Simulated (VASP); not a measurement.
# Ge in VASP: reference runs

How does Ge come out in PBE? The cell is run as given.

Everything below comes from runs of VASP 6.6.1. Logs are shortened: lines on timing, memory, paths and dates and some standing lists are left out, and cuts for length are marked.

### Step 1. The cell of the first run

The cell holds a slab with vacuum, 8 atoms: a = 4.000 Å, b = 4.000 Å, c = 25.616 Å, α = 90.00°, β = 90.00°, γ = 120.00°.

The slab is cut from a database's or a generator's crystal, which needn't be the stable form of the element.

### Step 2. Single point, PBE (the (1 1 1) slab of Ge, cut from the database cell, not relaxed)

Contents of INCAR:

```
SYSTEM = Ge
  PREC = Accurate
  ENCUT = 520
  EDIFF = 1E-7
  ISMEAR = -1
  SIGMA = 0.05
  LREAL = .False.
  LASPH = .True.
  NELM = 80
  ALGO = Normal
  ISIF = 2
  LWAVE = .False.
  LCHARG = .False.
  LDIPOL = .True.
  IDIPOL = 3
  DIPOL = 0.5 0.5 0.500
  GGA = PE
  NBANDS = 66
```

Contents of KPOINTS:

```
Automatic mesh
0
Gamma
  8 8 1
  0 0 0
```

Contents of POSCAR:

```
Ge
1.0
    4.0004848988      0.0000000000      0.0000000000
   -2.0002424494      3.4645215498      0.0000000000
    0.0000000000      0.0000000000     25.6157422863
Ge
8
Direct
    0.3333333333      0.6666666667      0.2927887045
    0.0000000000      0.0000000000      0.3246673654
    0.0000000000      0.0000000000      0.4203033479
    0.6666666667      0.3333333333      0.4521820087
    0.6666666667      0.3333333333      0.5478179913
    0.3333333333      0.6666666667      0.5796966521
    0.3333333333      0.6666666667      0.6753326346
    0.0000000000      0.0000000000      0.7072112955
```

Potentials or basis: VASP PAW PBE potentials, release 64 (Ge_d).

The run is started by

```console
$ cat potpaw_PBE.64/Ge_d/POTCAR > POTCAR
$ mpirun -np 1 vasp_std > vasp.out
```

OUTCAR:

```text
SYSTEM = Ge
   PREC = Accurate
   ENCUT = 520
   EDIFF = 1E-7
   ISMEAR = -1
   LREAL = .False.
   LASPH = .True.
   NELM = 80
   ISIF = 2
   GGA = PE

 ion  position               nearest neighbor table
   1  0.333  0.667  0.293-   2 2.45   2 2.45   2 2.45
   2  0.000  0.000  0.325-   3 2.45   1 2.45   1 2.45   1 2.45
   3  0.000  0.000  0.420-   4 2.45   2 2.45   4 2.45   4 2.45
   4  0.667  0.333  0.452-   3 2.45   3 2.45   3 2.45   5 2.45
   5  0.667  0.333  0.548-   6 2.45   6 2.45   6 2.45   4 2.45
   6  0.333  0.667  0.580-   5 2.45   5 2.45   7 2.45   5 2.45
   7  0.333  0.667  0.675-   6 2.45   8 2.45   8 2.45   8 2.45
   8  0.000  0.000  0.707-   7 2.45   7 2.45   7 2.45

  LATTYP: Found a hexagonal cell.
 ALAT       =     4.0004848988
 C/A-ratio  =     6.4031593505

  Lattice vectors:

 A1 = (   4.0004848988,   0.0000000000,   0.0000000000)
 A2 = (  -2.0002424494,   3.4645215498,   0.0000000000)
 A3 = (   0.0000000000,   0.0000000000,  25.6157422863)

Analysis of symmetry for initial positions (statically):
=====================================================================
 Subroutine PRICEL returns:
 Original cell was already a primitive cell.

 Routine SETGRP: Setting up the symmetry group for a
 hexagonal supercell.

 Subroutine GETGRP returns: Found 12 space group operations
 (whereof  6 operations were pure point group operations)
 out of a pool of 24 trial point group operations.

The static configuration has the point symmetry C_3v.
 The point group associated with its full space group is D_3d.

Analysis of symmetry for dynamics (positions and initial velocities):
=====================================================================
 Subroutine PRICEL returns:
 Original cell was already a primitive cell.

 Routine SETGRP: Setting up the symmetry group for a
 hexagonal supercell.

 Subroutine GETGRP returns: Found 12 space group operations
 (whereof  6 operations were pure point group operations)
 out of a pool of 24 trial point group operations.

The dynamic configuration has the point symmetry C_3v.
 The point group associated with its full space group is D_3d.

 Subroutine INISYM returns: Found 12 space group operations
 (whereof  6 operations are pure point group operations),
 and found     1 'primitive' translations

----------------------------------------------------------------------------------------

                                     Primitive cell

  volume of cell :     355.0282

  direct lattice vectors                    reciprocal lattice vectors
     4.000484899  0.000000000  0.000000000     0.249969697  0.144320072  0.000000000
    -2.000242449  3.464521550  0.000000000     0.000000000  0.288640144  0.000000000
     0.000000000  0.000000000 25.615742286     0.000000000  0.000000000  0.039038494

  length of vectors
     4.000484899  4.000484899 25.615742286     0.288640144  0.288640144  0.039038494

  position of ions in fractional coordinates (direct lattice)
     0.333333333  0.666666667  0.292788704
     0.000000000  0.000000000  0.324667365
     0.000000000  0.000000000  0.420303348
     0.666666667  0.333333333  0.452182009
     0.666666667  0.333333333  0.547817991
     0.333333333  0.666666667  0.579696652
     0.333333333  0.666666667  0.675332635
     0.000000000  0.000000000  0.707211296

  ion indices of the primitive-cell ions
   primitive index   ion index
                 1           1
                 2           2
                 3           3
                 4           4
                 5           5
                 6           6
                 7           7
                 8           8

----------------------------------------------------------------------------------------

 KPOINTS: Automatic mesh

Automatic generation of k-mesh.
 Grid dimensions read from file:
 generate k-points for:    8    8    1

 Generating k-lattice:

  Cartesian coordinates                     Fractional coordinates (reciprocal lattice)
     0.031246212  0.018040009  0.000000000     0.125000000  0.000000000  0.000000000
     0.000000000  0.036080018  0.000000000     0.000000000  0.125000000  0.000000000
     0.000000000  0.000000000  0.039038494     0.000000000  0.000000000  1.000000000

  Length of vectors
     0.036080018  0.036080018  0.039038494

  Shift w.r.t. Gamma in fractional coordinates (k-lattice)
     0.000000000  0.000000000  0.000000000

 Subroutine IBZKPT returns following result:
 ===========================================

 Found     10 irreducible k-points:

 Following reciprocal coordinates:
            Coordinates               Weight
  0.000000  0.000000  0.000000      1.000000
  0.125000  0.000000  0.000000      6.000000
  0.250000  0.000000  0.000000      6.000000
  0.375000  0.000000  0.000000      6.000000
  0.500000  0.000000  0.000000      3.000000
  0.125000  0.125000  0.000000      6.000000
  0.250000  0.125000  0.000000     12.000000
  0.375000  0.125000  0.000000     12.000000
  0.250000  0.250000  0.000000      6.000000
  0.375000  0.250000  0.000000      6.000000
   k-points           NKPTS =     10   k-points in BZ     NKDIM =     10   number of bands    NBANDS=     66
   number of dos      NEDOS =    301   number of ions     NIONS =      8
   total plane-waves  NPLWV = 172800
   dimension x,y,z NGX =    30 NGY =   30 NGZ =  192
   dimension x,y,z NGXF=    60 NGYF=   60 NGZF=  384
   ions per type =               8
   NGX,Y,Z   is equivalent  to a cutoff of  12.47, 12.47, 12.46 a.u.
   NGXF,Y,Z  is equivalent  to a cutoff of  24.93, 24.93, 24.92 a.u.
 SYSTEM =  Ge
   PREC   = accura    normal or accurate (medium, high low for compatibility)
   ISTART =      0    job   : 0-new  1-cont  2-samecut
   ICHARG =      2    charge: 1-file 2-atom 10-const
   ISPIN  =      1    spin polarized calculation?
   LNONCOLLINEAR =      F non collinear calculations
   LSORBIT =      F    spin-orbit coupling
   LASPH  =      T    aspherical Exc in radial PAW
   ENCUT  =  520.0 eV  38.22 Ry    6.18 a.u.   7.44  7.44 47.63*2*pi/ulx,y,z
   NELM   =     80;   NELMIN=  2; NELMDL= -5     # of ELM steps
   EDIFF  = 0.1E-06   stopping-criterion for ELM
   LREAL  =      F    real-space projection
   EDIFFG = 0.1E-05   stopping-criterion for IOM
   NSW    =      0    number of steps for IOM
   IBRION =     -1    ionic relax: 0-MD 1-quasi-New 2-CG
   NFREE  =      0    steps in history (QN), initial steepest desc. (CG)
   ISIF   =      2    stress and relaxation
   ISYM   =      2    0-nonsym 1-usesym 2-fastsym
   POTIM  = 0.5000    time-step for ionic-motion
   TEBEG  =    0.0;   TEEND  =   0.0 temperature during run
   PSTRESS=    0.0 pullay stress
   NELECT =     112.0000    total number of electrons
   NUPDOWN=      -1.0000    fix difference up-down
   EMIN   =  10.00;   EMAX   =-10.00  energy-range for DOS
   EFERMI =   0.00;   METHOD = LEGACY
   ISMEAR =    -1;   SIGMA  =   0.05  broadening in eV -4-tet -1-fermi 0-gaus
   EFERMI_NEDOS =   21; number of points for ismear=-14 and -15
   IALGO  =     38    algorithm
   IMIX   =      4    mixing-type and parameters
     AMIX     =   0.40;   BMIX     =  1.00
     AMIX_MAG =   1.60;   BMIX_MAG =  1.00
  volume/ion in A,a.u.               =      44.38       299.48
  Fermi-wavevector in a.u.,A,eV,Ry     =   1.114448  2.106002 16.898365  1.241995
  Thomas-Fermi vector in A             =   2.251043
   LORBIT       =      0    0 simple, 1 ext, 2 COOP (PROOUT), +10 PAW based schemes
   GGA     = PE    functional components
   LHFCALC =     F    Hartree Fock is set to
   AEXX    =    0.0000 exact exchange contribution
   IVDW    =     0    specifies the selected vdW correction
   LEPSILON=     F    determine dielectric tensor
   LRPA    =     F    only Hartree local field effects (RPA)
 non-spin polarized calculation
  energy-cutoff  :      520.00
  volume of cell :      355.03
 maximum number of plane-waves:      9641
 NGX is ok and might be reduce to    30
   NGX = 15   NGY = 15   NGZ = 95

 dipolmoment           0.000000      0.000000      0.000000 electrons x Angstroem

 number of electron     112.0000166 magnetization

 dipolmoment           0.000000      0.000000     -0.000000 electrons x Angstroem

 Free energy of the ion-electron system (eV)
  ---------------------------------------------------
  ext. energy  EPLUGINS =         0.00000000
  ---------------------------------------------------
  free energy    TOTEN  =       -34.11141524 eV

  energy without entropy =      -34.05069921  energy(sigma->0) =      -34.08105722

 E-fermi :   0.0631     XC(G=0):  -5.6332

 val. band max:        0.0543098590   @ k =   0.3750   0.1250   0.0000
 cond. band min:       0.0958739048   @ k =   0.1250   0.1250   0.0000
 fundamental gap:      0.0415640458
 Fermi energy:         0.0630907513

 k-point     1 :       0.0000    0.0000    0.0000
  band No.  band energies     occupation
      1     -24.5812      2.00000
      2     -24.5812      2.00000
      3     -24.5702      2.00000
      4     -24.5702      2.00000
      5     -24.5556      2.00000
      6     -24.5178      2.00000
[... 58 lines left out ...]
     65       3.8674      0.00000
     66       4.0875      0.00000

 k-point     2 :       0.1250    0.0000    0.0000
  band No.  band energies     occupation
      1     -24.5910      2.00000
      2     -24.5845      2.00000
      3     -24.5733      2.00000
      4     -24.5725      2.00000
      5     -24.5568      2.00000
      6     -24.5197      2.00000
[... 58 lines left out ...]
     65       4.0197      0.00000
     66       4.2281      0.00000

 k-point     3 :       0.2500    0.0000    0.0000
  band No.  band energies     occupation
      1     -24.6018      2.00000
      2     -24.5889      2.00000
      3     -24.5793      2.00000
      4     -24.5734      2.00000
      5     -24.5650      2.00000
      6     -24.5223      2.00000
[... 58 lines left out ...]
     65       4.8430      0.00000
     66       5.0264      0.00000

 k-point     4 :       0.3750    0.0000    0.0000
  band No.  band energies     occupation
      1     -24.6049      2.00000
      2     -24.5904      2.00000
      3     -24.5836      2.00000
      4     -24.5752      2.00000
      5     -24.5665      2.00000
      6     -24.5239      2.00000
[... 58 lines left out ...]
     65       4.6309      0.00000
     66       5.3423      0.00000

 k-point     5 :       0.5000    0.0000    0.0000
  band No.  band energies     occupation
      1     -24.6041      2.00000
      2     -24.5902      2.00000
      3     -24.5852      2.00000
      4     -24.5802      2.00000
      5     -24.5604      2.00000
      6     -24.5246      2.00000
[... 58 lines left out ...]
     65       4.6017      0.00000
     66       5.7284      0.00000

 k-point     6 :       0.1250    0.1250    0.0000
  band No.  band energies     occupation
      1     -24.5988      2.00000
      2     -24.5898      2.00000
      3     -24.5815      2.00000
      4     -24.5710      2.00000
      5     -24.5614      2.00000
      6     -24.5214      2.00000
[... 58 lines left out ...]
     65       3.8744      0.00000
     66       4.6723      0.00000

 k-point     7 :       0.2500    0.1250    0.0000
  band No.  band energies     occupation
      1     -24.6041      2.00000
      2     -24.5952      2.00000
      3     -24.5880      2.00000
      4     -24.5705      2.00000
      5     -24.5668      2.00000
      6     -24.5212      2.00000
[... 58 lines left out ...]
     65       4.6204      0.00000
     66       5.2136      0.00000

 k-point     8 :       0.3750    0.1250    0.0000
  band No.  band energies     occupation
      1     -24.6047      2.00000
      2     -24.5970      2.00000
      3     -24.5926      2.00000
      4     -24.5765      2.00000
      5     -24.5627      2.00000
      6     -24.5190      2.00000
[... 58 lines left out ...]
     65       4.4884      0.00000
     66       5.3422      0.00000

 k-point     9 :       0.2500    0.2500    0.0000
  band No.  band energies     occupation
      1     -24.6051      2.00000
      2     -24.6030      2.00000
      3     -24.5974      2.00000
      4     -24.5740      2.00000
      5     -24.5647      2.00000
      6     -24.5155      2.00000
[... 58 lines left out ...]
     65       5.1429      0.00000
     66       5.3160      0.00000

 k-point    10 :       0.3750    0.2500    0.0000
  band No.  band energies     occupation
      1     -24.6051      2.00000
      2     -24.6049      2.00000
      3     -24.6032      2.00000
      4     -24.5734      2.00000
      5     -24.5666      2.00000
      6     -24.5122      2.00000
[... 58 lines left out ...]
     65       5.1768      0.00000
     66       5.5071      0.00000

------------------------ aborting loop because EDIFF is reached ----------------------------------------

 vacuum level on the upper side and lower side of the slab       (xc-potential included)        -0.090        -0.090

  FORCE on cell =-STRESS in cart. coord.  units (eV):
  Direction    XX          YY          ZZ          XY          YZ          ZX
  --------------------------------------------------------------------------------------
  -------------------------------------------------------------------------------------
  Total        3.9423847      3.9423847      4.5792676      0.0000000     -0.0000000      0.0000000
  in kB       17.7912610     17.7912610     20.6653974      0.0000000     -0.0000000      0.0000000
  external PRESSURE =      18.7493065 kB  Pullay stress =       0.0000000 kB

 VOLUME and BASIS-vectors are now :
 -----------------------------------------------------------------------------
  energy-cutoff  :      520.00
  volume of cell :      355.03
      direct lattice vectors                 reciprocal lattice vectors
     4.000484899  0.000000000  0.000000000     0.249969697  0.144320072  0.000000000
    -2.000242449  3.464521550  0.000000000     0.000000000  0.288640144  0.000000000
     0.000000000  0.000000000 25.615742286     0.000000000  0.000000000  0.039038494

 POSITION                                       TOTAL-FORCE (eV/Angst)
 -----------------------------------------------------------------------------------
     -0.00000      2.30968      7.50000        -0.000000     -0.000000     -0.135152
      0.00000      0.00000      8.31660        -0.000000      0.000000     -0.424474
      0.00000      0.00000     10.76638         0.000000     -0.000000      0.200263
      2.00024      1.15484     11.58298         0.000000      0.000000     -0.088501
      2.00024      1.15484     14.03276        -0.000000     -0.000000      0.088501
     -0.00000      2.30968     14.84936        -0.000000     -0.000000     -0.200263
     -0.00000      2.30968     17.29915         0.000000      0.000000      0.424474
      0.00000      0.00000     18.11574         0.000000      0.000000      0.135152
 -----------------------------------------------------------------------------------
    total drift:                                0.000000     -0.000000     -0.000000

  FREE ENERGIE OF THE ION-ELECTRON SYSTEM (eV)
  ---------------------------------------------------
  free  energy   TOTEN  =       -34.1114152393 eV

  energy  without entropy=      -34.0506992054  energy(sigma->0) =      -34.08105722

 vacuum level on the upper side and lower side of the slab         4.674         4.674
```

It took 9.2 min on 1 thread of Intel Xeon Platinum 8488C (Sapphire Rapids), shared host; peak memory 0.47 GiB.

What came out:

```
Free energy            : -34.1114 eV
Largest force          : 0.424 eV/Å
Band gap on the k mesh : none (metal or under the smearing width)
```

Forces on the atoms (eV/Å):
```
Ge   0.000  0.000 -0.135
Ge   0.000  0.000 -0.424
Ge   0.000  0.000  0.200
Ge   0.000  0.000 -0.089
Ge   0.000  0.000  0.089
Ge   0.000  0.000 -0.200
Ge   0.000  0.000  0.424
Ge   0.000  0.000  0.135
```
